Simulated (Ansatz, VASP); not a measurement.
# ZnSe (Stilleite): VASP beside Ansatz

Aim: how closely do two programs agree when they are given the same cell, functional and k mesh? The cell is taken from a series of VASP runs on this material, whose earlier steps may have relaxed, scaled or displaced it; both programs get it as it stands. Other levels of theory on this material are compared in a session of their own.

Method: plane waves, with VASP 6.6.1 beside it; band structure at r2SCAN, in Ansatz 0.2.0.

### 1. The starting structure

Symmetry: F-43m, No. 216, cubic system. The conventional cell has a = 5.668 Å, b = 5.668 Å, c = 5.668 Å, α = 90.00°, β = 90.00°, γ = 90.00°. Se has 4 Zn at 2.45 Å nearest. Nearest to Zn lie 4 Se at 2.45 Å. Farther neighbours and most contacts between anions are not listed.

As a file:

```xyz
2
Lattice="0.0000 2.8338 2.8338 2.8338 0.0000 2.8338 2.8338 2.8338 0.0000" Properties=species:S:1:pos:R:3 pbc="T T T"
Se    4.2507    4.2507    4.2507
Zn    0.0000    0.0000    0.0000
```

### 2. VASP: band structure, r2SCAN

Levels along a path test the potential and the projectors away from the mesh points.

Lines of VASP's logs that name or quote its potential files are left out, and so is its time.

File INCAR:

```
SYSTEM = ZnSe
PREC = Accurate
ENCUT = 350
EDIFF = 1E-06
NELM = 100
ISMEAR = 0
SIGMA = 0.03
LREAL = .FALSE.
ALGO = Normal
METAGGA = R2SCAN
LASPH = .TRUE.
NBANDS = 21
LORBIT = 11
LWAVE = .FALSE.
LCHARG = .FALSE.
KPAR = 4
```

File POSCAR:

```
ZnSe
1.0
    0.0000000000      2.8338000000      2.8338000000
    2.8338000000      0.0000000000      2.8338000000
    2.8338000000      2.8338000000      0.0000000000
Se Zn
1 1
Direct
    0.7500000000      0.7500000000      0.7500000000
    0.0000000000      0.0000000000      0.0000000000
```

File KPOINTS:

```
Automatic mesh
0
Gamma
6 6 6
0 0 0
```

File KPOINTS_OPT:

```
Line mode
10
Line-mode
Reciprocal
  0.00000000   0.00000000   0.00000000 GAMMA
  0.50000000   0.00000000   0.50000000 X

  0.50000000   0.00000000   0.50000000 X
  0.50000000   0.25000000   0.75000000 W

  0.50000000   0.25000000   0.75000000 W
  0.37500000   0.37500000   0.75000000 K

  0.37500000   0.37500000   0.75000000 K
  0.00000000   0.00000000   0.00000000 GAMMA

  0.00000000   0.00000000   0.00000000 GAMMA
  0.50000000   0.50000000   0.50000000 L

  0.50000000   0.50000000   0.50000000 L
  0.62500000   0.25000000   0.62500000 U

  0.62500000   0.25000000   0.62500000 U
  0.50000000   0.25000000   0.75000000 W

  0.50000000   0.25000000   0.75000000 W
  0.50000000   0.50000000   0.50000000 L

  0.50000000   0.50000000   0.50000000 L
  0.37500000   0.37500000   0.75000000 K

  0.62500000   0.25000000   0.62500000 U
  0.50000000   0.00000000   0.50000000 X
```

The projector-augmented-wave data sets are Se and Zn (PBE family, release 64).

Run with:

```console
> mpirun -np 4 vasp_std
```

Numbers of over 12 decimals in the logs are rounded to 6 here.

The log of the run:

```text
[banner, memory and clock lines left out]
running    4 mpi-ranks, on    1 nodes
 distrk:  each k-point on    1 cores,    4 groups
 distr:  one band on    1 cores,    1 groups

 POSCAR found type information on POSCAR SeZn
 POSCAR found :  2 types and       2 ions
|                                                                             |
|               ----> ADVICE to this user running VASP <----                  |
|                                                                             |
|     You enforced a specific xc type in the INCAR file but a different       |
|     [... a line on the potential file left out ...]
|     I HOPE YOU KNOW WHAT YOU ARE DOING!                                     |
|                                                                             |

 LDA part: xc-table for (None), standard interpolation
 POSCAR, INCAR and KPOINTS ok, starting setup
 FFT: planning ... GRIDC
 FFT: planning ... GRID_SOFT
 FFT: planning ... GRID
 WAVECAR not read
 entering main loop
       N       E                     dE             d eps       ncg     rms          rms(c)
DAV:   1     0.687097402365E+02    0.68710E+02   -0.66731E+03   672   0.772E+02
DAV:   2    -0.210167164811E+02   -0.89726E+02   -0.82775E+02   720   0.193E+02
DAV:   3    -0.276157378856E+02   -0.65990E+01   -0.65406E+01   770   0.533E+01
DAV:   4    -0.276725709733E+02   -0.56833E-01   -0.56813E-01   782   0.516E+00
DAV:   5    -0.276727339231E+02   -0.16295E-03   -0.16295E-03   757   0.269E-01    0.506E+00
DAV:   6    -0.249080350515E+02    0.27647E+01   -0.97587E-01   682   0.237E+01    0.469E+00
DAV:   7    -0.248778383750E+02    0.30197E-01   -0.26120E-01   807   0.645E+00    0.224E+00
DAV:   8    -0.248909742908E+02   -0.13136E-01   -0.30681E-02   752   0.125E+00    0.539E-01
DAV:   9    -0.248925379302E+02   -0.15636E-02   -0.37590E-03   822   0.114E+00    0.102E-01
DAV:  10    -0.248927058354E+02   -0.16791E-03   -0.82933E-04   730   0.282E-01    0.622E-02
DAV:  11    -0.248926869905E+02    0.18845E-04   -0.53284E-04   822   0.475E-01    0.639E-02
DAV:  12    -0.248926640327E+02    0.22958E-04   -0.21376E-04   824   0.319E-01    0.880E-03
DAV:  13    -0.248926714888E+02   -0.74562E-05   -0.12121E-05   811   0.493E-02    0.486E-03
DAV:  14    -0.248926714215E+02    0.67366E-07   -0.19801E-06   600   0.172E-02
   1 F= -.24892671E+02 E0= -.24892671E+02  d E =-.105735E-32
 Start KPOINTS_OPT (optional k-point list driver)
k-point batch [1-16\100]
       N       E                     dE             ncg
DAV:   1     0.276307449927E+03   -0.59542E+04      688
DAV:   2    -0.117181830757E+04   -0.14481E+04      715
DAV:   3    -0.127903797334E+04   -0.10722E+03      806
DAV:   4    -0.127997438863E+04   -0.93642E+00      800
DAV:   5    -0.127997694334E+04   -0.25547E-02      772
DAV:   6    -0.127997695605E+04   -0.12717E-04      790
DAV:   7    -0.127997695614E+04   -0.80930E-07      634
[...]
k-point batch [97-100\100]
       N       E                     dE             ncg
DAV:   1     0.651115240057E+04   -0.20777E+04      168
DAV:   2     0.614822172312E+04   -0.36293E+03      181
DAV:   3     0.612084175016E+04   -0.27380E+02      208
DAV:   4     0.612058923905E+04   -0.25251E+00      178
DAV:   5     0.612058858014E+04   -0.65892E-03      208
DAV:   6     0.612058857651E+04   -0.36305E-05      178
DAV:   7     0.612058857648E+04   -0.24966E-07      176
```

OUTCAR, selected parts (step 2):

```text
ion  position               nearest neighbor table
   1  0.750  0.750  0.750-   2 2.45   2 2.45   2 2.45   2 2.45
   2  0.000  0.000  0.000-   1 2.45   1 2.45   1 2.45   1 2.45

  LATTYP: Found a face centered cubic cell.
 ALAT       =     5.6676000000

 Subroutine GETGRP returns: Found 24 space group operations
 (whereof 24 operations were pure point group operations)

The static configuration has the point symmetry T_d .

 Found     16 irreducible k-points:

   k-points           NKPTS =     16   k-points in BZ     NKDIM =     16   number of bands    NBANDS=     21

   dimension x,y,z NGX =    24 NGY =   24 NGZ =   24
   dimension x,y,z NGXF=    48 NGYF=   48 NGZF=   48

   ENCUT  =  350.0 eV  25.72 Ry    5.07 a.u.   6.11  6.11  6.11*2*pi/ulx,y,z

   NELECT =      18.0000    total number of electrons

 k-points in reciprocal lattice and weights: Automatic mesh
   0.00000000  0.00000000  0.00000000       0.005
   0.16666667  0.00000000  0.00000000       0.037
   0.33333333  0.00000000  0.00000000       0.037
   0.50000000  0.00000000  0.00000000       0.019
   0.16666667  0.16666667  0.00000000       0.028
   0.33333333  0.16666667  0.00000000       0.111
   0.50000000  0.16666667  0.00000000       0.111
  -0.33333333  0.16666667  0.00000000       0.111
  -0.16666667  0.16666667  0.00000000       0.056
[...]
-0.33333333  0.33333333  0.16666667       0.111
  -0.33333333  0.50000000  0.16666667       0.056

 average (electrostatic) potential at core
       1 -60.4092       2 -42.6398

 E-fermi :   1.5494

 k-point     1 :       0.0000    0.0000    0.0000
  band No.  band energies     occupation
    ...
      5      -4.9661      2.00000
      6      -4.9661      2.00000
      7       1.3027      2.00000
      8       1.3028      2.00000
      9       1.3028      2.00000
     10       3.1642      0.00000
     11       7.6122      0.00000
     12       7.6123      0.00000
     13       7.6124      0.00000
     14      11.8857      0.00000
    ...

 k-point     2 :       0.1667    0.0000    0.0000
  band No.  band energies     occupation
    ...
      5      -4.9678      2.00000
      6      -4.9677      2.00000
      7      -0.5518      2.00000
      8       1.0475      2.00000
      9       1.0475      2.00000
     10       4.3705      0.00000
     11       7.6725      0.00000
     12       8.0247      0.00000
     13       8.0249      0.00000
     14      12.3147      0.00000
    ...

 k-point     3 :       0.3333    0.0000    0.0000
  band No.  band energies     occupation
    ...
      5      -4.9601      2.00000
      6      -4.9599      2.00000
      7      -2.7831      2.00000
      8       0.6114      2.00000
      9       0.6114      2.00000
     10       4.4961      0.00000
     11       8.2782      0.00000
     12       8.2783      0.00000
     13       9.4138      0.00000
     14      12.3329      0.00000
    ...

  Total       -0.0530376     -0.0530376     -0.0530376      0.0000000     -0.0000000     -0.0000000
  in kB       -1.8670550     -1.8670550     -1.8670550      0.0000000     -0.0000000     -0.0000000
  external PRESSURE =      -1.8670550 kB  Pullay stress =       0.0000000 kB

  energy-cutoff  :      350.00
  volume of cell :       45.51
      direct lattice vectors                 reciprocal lattice vectors
     0.000000000  2.833800000  2.833800000    -0.176441527  0.176441527  0.176441527
     2.833800000  0.000000000  2.833800000     0.176441527 -0.176441527  0.176441527
     2.833800000  2.833800000  0.000000000     0.176441527  0.176441527 -0.176441527

 POSITION                                       TOTAL-FORCE (eV/Angst)
 -----------------------------------------------------------------------------------
      4.25070      4.25070      4.25070         0.000000      0.000000     -0.000000
      0.00000      0.00000      0.00000        -0.000000     -0.000000      0.000000
 -----------------------------------------------------------------------------------
    total drift:                                0.000068      0.000068      0.000068

  FREE ENERGIE OF THE ION-ELECTRON SYSTEM (eV)
  ---------------------------------------------------
  free  energy   TOTEN  =       -24.8926714215 eV

  energy  without entropy=      -24.8926714215  energy(sigma->0) =      -24.89267142

 total charge
# of ion       s       p       d       tot
------------------------------------------
    1        1.430   2.483   0.030   3.943
    2        0.511   0.444   9.798  10.752
--------------------------------------------------
tot          1.941   2.926   9.828  14.695

[... 3 further parts left out ...]
```

The run ends at a pressure of -0.19 GPa.

### 3. Ansatz: band structure, r2SCAN

Ansatz runs on its default PAW (the set named soft_2) files.

The same cell, functional, mesh and smearing now go to Ansatz, which takes its cutoff from its data sets.

File input.yaml:

```yaml
crystal:
  lattice:
    - [0.0, 2.8338, 2.8338]
    - [2.8338, 0.0, 2.8338]
    - [2.8338, 2.8338, 0.0]
  atoms:
    - { symbol: Se, position: [0.75, 0.75, 0.75] }
    - { symbol: Zn, position: [0.0, 0.0, 0.0] }
hamiltonian:
  xc: r2scan
  pseudopotentials: { kind: paw }
kpoints:
  mp_grid: { grid: [6, 6, 6] }
  band_path:
    path:
      - [0.0, 0.0, 0.0]
      - [0.16667, 0.0, 0.16667]
      - [0.33333, 0.0, 0.33333]
      - [0.5, 0.0, 0.5]
      - [0.5, 0.08333, 0.58333]
      - [0.5, 0.19444, 0.69444]
      - [0.5, 0.25, 0.75]
      - [0.45833, 0.29167, 0.75]
      - [0.40278, 0.34722, 0.75]
      - [0.375, 0.375, 0.75]
      - [0.20833, 0.20833, 0.41667]
      - [0.08333, 0.08333, 0.16667]
      - [0.0, 0.0, 0.0]
      - [0.22222, 0.22222, 0.22222]
      - [0.38889, 0.38889, 0.38889]
      - [0.51389, 0.47222, 0.51389]
      - [0.55556, 0.38889, 0.55556]
      - [0.61111, 0.27778, 0.61111]
      - [0.61111, 0.25, 0.63889]
      - [0.56944, 0.25, 0.68056]
      - [0.51389, 0.25, 0.73611]
      - [0.5, 0.27778, 0.72222]
      - [0.5, 0.38889, 0.61111]
      - [0.5, 0.47222, 0.52778]
      - [0.48611, 0.48611, 0.52778]
      - [0.43056, 0.43056, 0.63889]
      - [0.38889, 0.38889, 0.72222]
      - [0.59722, 0.19444, 0.59722]
      - [0.55556, 0.11111, 0.55556]
      - [0.5, 0.0, 0.5]
    npoints: 1
scf:
  occupations: { method: gaussian, width: 0.03 }
  n_extra_bands: 7
output:
  forces: true
  stress: true
  eigenvalues: true
```

Run with:

```console
> ansatz run input.yaml --threads 2 --pin off --max-ram 4608MiB --backend cpu --events-out ev --progress --plain --runs-dir out
```

The log of the run:

```text
scf.n_extra_bands = 7 over 14 filled bands (N_el = 28.0): the run solves 21 bands
Engine: ansatz 0.2.0, aarch64-unknown-linux-gnu
Pseudopotentials: kind: paw
Pseudopotential: Se, paw, valence charge 16, recommended cutoff 500 eV (meta_gga), Se.paw.azcp
Pseudopotential: Zn, paw, valence charge 12, recommended cutoff 500 eV (meta_gga), Zn.paw.azcp
Functional definition: r2SCAN
  parameter k0 = 0.174
  parameter k1 = 0.065
  parameter a1 = 4.9479
  exchange = r2scan_x(k0 = k0, k1 = k1, a1 = a1)
  correlation = r2scan_c
Crystal: 2 atoms, lattice volume = 45.513 Å³
Basis set: ecut = 500 eV, 1139 PW (Γ), exchange–correlation on 120×120×120 points (64 copies of the dense FFT grid, shifted against one another)
Bands: 21, of which v1, the nominal top of the filled ones, is band 14 counted from 1 (13 counted from 0)
Symmetry: 24 space group operations
Space group: F-43m (ITA 216), of the structure as read, at distance tolerance 3.6e-5 Å
k-points: 16 of 216 (time reversal used)
Non-local potential: Se, projectors of the file, l = 0: 2, l = 1: 2, l = 2: 3, l = 3: 1
Non-local potential: Zn, projectors of the file, l = 0: 2, l = 1: 2, l = 2: 3, l = 3: 1
PAW form: soft (Blöchl's): semilocal exchange-correlation on the pseudo side does not see the compensation charge
PAW frozen core: Se, regenerated for the run's functional (the file was generated under x = pbe(κ = 0.804, μ = 0.219515), c = pbe(β = 0.066725))
PAW frozen core: Zn, regenerated for the run's functional (the file was generated under x = pbe(κ = 0.804, μ = 0.219515), c = pbe(β = 0.066725))
PAW one-centre angular grid: Se, 590 points (default); XC on 160 Gauss nodes
PAW one-centre angular grid: Zn, 590 points (default); XC on 261 of its mesh's 2673 points in the sphere
Initial density: superposition of atomic densities (neutral atoms: chi_scale 0, normalization atom), corrected by the library's trained network
Initial wavefunctions: pseudopotential atomic-orbital guess
Functional: x = r2scan, c = r2scan; τ floored in thin density (d = 2e-4 eV/Å³)
SCF iter   1: F=—  HF=-8805.498178 eV  |F-HF|=—  |Δ(HF+E_count)|=         —  Δρ=1.42e-2  dr2=4.23e-2  dr2_τ=5.69e-3  ethr=1.77e-3  ⟨swp⟩=5.9  Hψ=1782  notcnv=0
preconditioner: auto → none  [insulator: Δε(μ)=1.858 eV  Ē_g=15.343 eV  σ=0.030 eV  W_gap=1.00  n_scr=14 (ndim 8)  ℏωp=23.4 eV  f_vac=0.116  D(μ)=0.00/eV (n_scr^D=0)  ε∞_Penn≈3.3]
SCF iter   2: F=—  HF=-8805.498096 eV  |F-HF|=—  |Δ(HF+E_count)|=   8.13e-5  Δρ=3.26e-3  dr2=5.54e-3  dr2_τ=1.97e-4  ethr=1.51e-4  ⟨swp⟩=2.3  Hψ=675  notcnv=0  defer=39
SCF iter   3: F=—  HF=-8805.494466 eV  |F-HF|=—  |Δ(HF+E_count)|=   3.63e-3  Δρ=2.71e-3  dr2=1.39e-3  dr2_τ=1.22e-5  ethr=1.98e-5  ⟨swp⟩=2.0  Hψ=498  notcnv=0  defer=39
SCF iter   4: F=—  HF=-8805.494654 eV  |F-HF|=—  |Δ(HF+E_count)|=   1.88e-4  Δρ=5.62e-4  dr2=8.41e-5  dr2_τ=3.99e-6  ethr=4.98e-6  ⟨swp⟩=2.1  Hψ=583  notcnv=0  defer=39
SCF iter   5: F=—  HF=-8805.494645 eV  |F-HF|=—  |Δ(HF+E_count)|=   9.48e-6  Δρ=3.99e-5  dr2=4.87e-7  dr2_τ=1.67e-8  ethr=3.00e-7  ⟨swp⟩=2.0  Hψ=521  notcnv=0  defer=39
SCF iter   6: F=—  HF=-8805.494645 eV  |F-HF|=—  |Δ(HF+E_count)|=   2.86e-8  Δρ=2.97e-5  dr2=3.45e-7  dr2_τ=4.12e-9  ethr=3.57e-10  ⟨swp⟩=8.9  Hψ=1605  notcnv=0
SCF iter   7: F=-8805.494645 eV  HF=-8805.494645 eV  |F-HF|=4.37e-10  |Δ(HF+E_count)|=   2.27e-8  Δρ=7.23e-6  dr2=1.77e-8  dr2_τ=8.68e-11  ethr=3.57e-10  ⟨swp⟩=4.0  Hψ=1307  notcnv=0
SCF 1 converged in 7 iterations: F = -8805.494645 eV  dr2 = 1.77e-8
  greatest PAW one-centre occupation: 1.000 electrons in one spin orbital (limit 2), on the Se atom at site 0 (counted from 0), in its partial waves of l = 2
NSCF: frozen V_eff on 30 k-points
SCF converged after 7 iterations
Free energy (F): -8805.494645 eV
Harris-Foulkes:  -8805.494645 eV  (|F-HF|=4.37e-10)
Internal energy: -8805.494645 eV  (E = F + TS)
E sigma→0 (E₀):  -8805.494645 eV
Fermi energy:    7.399722 eV
--- Per-component energies (eV) ---
  E_band       = -399.655480
  E_kinetic    = 249.554342
  E_local      = -4397.978877  (includes V_loc(G=0)·N_el)
  E_nonlocal   = 22.962490
  E_hartree    = 2040.576416
  E_xc         = -222.213235
  E_vxc        = -159.258350  (∫ρ·V_xc dr)
  E_paw        = -3775.505316  (= ΣΔE_a)
  E_vpaw       = -204.156117  (= ΣTr[D̂ρ^β])
  E_aug_tail   = -0.000232  (compensation charges beyond the density's cutoff)
  E_vtau       = 8.074511  (kinetic-family band-sum trace: ∫τ·v_τ [+ j·A + Jᵃ·Aᵃ] dr)
  E_ewald      = -2720.942845
  E_core_change = -1.947389  (= ΣΔE_core)
  E_smearing   = -0.000000  (= −TS)
  E_closure    = 0.000000  (closes the sum)
  Σ components = -8805.494645   (vs F -8805.494645, Δ=0.00e0)
--- Forces (eV/Å), atoms counted from 1 ---
  atom   1  Se     0.00000000    -0.00000000    -0.00000000
  atom   2  Zn    -0.00000000     0.00000000    -0.00000000
  max |Σ_I F_I| component: 1.48e-16 eV/Å
--- Stress (GPa, compression-positive) ---
       -0.054365      -0.000000      -0.000000
        0.000000      -0.054365       0.000000
       -0.000000       0.000000      -0.054365
  P = ⅓ Tr σ = -0.0544 GPa (-0.544 kbar)
--- Band table (eV; the first three rows and the last of 16) ---
  k-point 0: bands = [... 10 lower, 0.1754, 6.4684, 6.4684, 6.4684, 8.3305, 12.7876, 12.7876, 12.7876, ... 3 higher]
  k-point 1: bands = [... 10 lower, 0.1738, 4.6146, 6.2132, 6.2132, 9.5362, 12.8429, 13.2001, 13.2001, ... 3 higher]
  k-point 2: bands = [... 10 lower, 0.1819, 2.3823, 5.7770, 5.7770, 9.6649, 13.4534, 13.4534, 14.5757, ... 3 higher]
  k-point 15: bands = [... 10 lower, 0.4501, 1.7319, 3.7889, 3.8722, 11.3106, 11.7428, 15.3621, 15.6551, ... 3 higher]
```

It took 6.6 s on 2 threads of Arm Neoverse N1, shared host; peak memory 0.41 GiB.

### 4. Comparison

Known differences besides the potentials themselves: VASP keeps PBE cores, Ansatz makes them for the functional; the data sets hold 28 valence electrons in Ansatz (default PAW (the set named soft_2) files) and 18 in VASP; the cutoff is 500 eV in Ansatz and 350 eV in VASP. Total energies have different zeros and are not compared.

Both answers:

```csv
quantity,Ansatz,VASP,difference
pressure (GPa),-0.05,-0.19,+0.13
gap over the path points (eV),1.862,1.861,+0.001
```

Levels at points of the path, from each program's valence-band top (eV; 4 filled, then empty):

```csv
k (reciprocal lattice),Ansatz,VASP
0.000 0.000 0.000,-6.29 0.00 0.00 0.00 1.86 6.32 6.32,-6.27 0.00 0.00 0.00 1.86 6.31 6.31
0.167 0.000 0.167,-6.28 -1.78 -0.70 -0.70 3.78 5.14 7.47,-6.26 -1.79 -0.70 -0.70 3.78 5.14 7.47
0.333 0.000 0.333,-6.26 -3.77 -1.77 -1.77 3.82 4.35 9.57,-6.23 -3.77 -1.77 -1.77 3.81 4.35 9.57
0.500 0.000 0.500,-6.11 -4.79 -2.23 -2.23 3.34 3.87 11.49,-6.09 -4.79 -2.23 -2.23 3.33 3.87 11.50
0.500 0.083 0.583,-6.08 -4.78 -2.39 -2.36 3.76 4.28 10.65,-6.06 -4.78 -2.39 -2.36 3.75 4.27 10.65
0.500 0.194 0.694,-6.00 -4.72 -2.75 -2.65 5.27 5.64 8.29,-5.99 -4.73 -2.75 -2.66 5.27 5.64 8.29
0.500 0.250 0.750,-5.99 -4.71 -2.82 -2.71 5.83 6.07 7.59,-5.97 -4.71 -2.82 -2.71 5.83 6.07 7.59
0.458 0.292 0.750,-6.00 -4.72 -2.97 -2.42 5.21 6.08 8.02,-5.98 -4.72 -2.97 -2.42 5.20 6.08 8.02
0.403 0.347 0.750,-6.02 -4.75 -3.13 -1.92 4.15 6.06 9.27,-6.00 -4.75 -3.13 -1.92 4.15 6.06 9.27
0.375 0.375 0.750,-6.03 -4.75 -3.15 -1.83 3.99 6.05 9.64,-6.01 -4.75 -3.15 -1.83 3.98 6.05 9.64
```

Among the levels compared at these points, filled levels agree within 24 meV and empty ones within 10 meV.

### 5. Outcome

| Item | Value |
| --- | --- |
| difference in gap over the path points (band structure, r2SCAN) | 7.0e-4 eV |

What this shows: The difference in gap over the path points is 7.0e-4 eV (band structure, r2SCAN), within the 0.08 eV picked in this series as the mark of a large difference. 4 further runs of this series are not shown here. Such differences can come from data sets, numerical settings and the points named under the comparisons, not from the functional's error against experiment.

[Lines on the potential files, build, host, timing and source positions are cut from VASP's logs without a mark.]

[Logs are printed without paths, hosts, clocks, repeated set-up lines and the standing remarks that a program may print on its own settings, such as how far it seeks lower states.]

[Hosts, paths, dates, database ids (printed as entryN), source tags and the programs' standing remarks are cut or masked in the printed files.]
